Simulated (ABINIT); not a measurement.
A run of ABINIT 10.8.3 (patched build) is set up as follows.

The input run.abi:

```
# Pseudopotentials
pp_dirpath "./"
pseudos "P.GGA_PBE-JTH.xml, B.GGA_PBE-JTH.xml"

# Structure
acell 6.0638487579 6.0638487579 6.0638487579
rprim
     0.0000000000     0.7071067812     0.7071067812
     0.7071067812     0.0000000000     0.7071067812
     0.7071067812     0.7071067812     0.0000000000
ntypat 2
znucl 15 5
natom 2
typat 1 2
xred
     0.7500000000     0.7500000000     0.7500000000
     0.0000000000     0.0000000000     0.0000000000

# Plane-wave basis
ecut 20.0
pawecutdg 40.0

# k points
kptopt 1
ngkpt 13 13 13
nshiftk 1
shiftk 0.0 0.0 0.0

# Exchange and correlation
ixc 11

# Bands and occupations
nband 8
occopt 3
tsmear 0.00183747

# SCF cycle
nstep 100
tolvrs 1.0e-9

# Output
iomode 3
prtwf 0
prteig 0
prtebands 0
enunit 1
prtden 1
prtvha 1
prtvclmb 1
prtpot 1
```

Potentials or basis: JTH PAW PBE v2.0.

The run is started by

```sh
$ abinit run.abi > log 2>&1
```

Problem. Estimate the pressure.

Solution. 1.0 GPa.

Problem. Predict the band gap on the k mesh.

Solution. 1.26 eV, indirect (least direct gap 3.40 eV).

Caveat: an odd mesh through Γ misses points on the zone boundary, where band edges often lie.
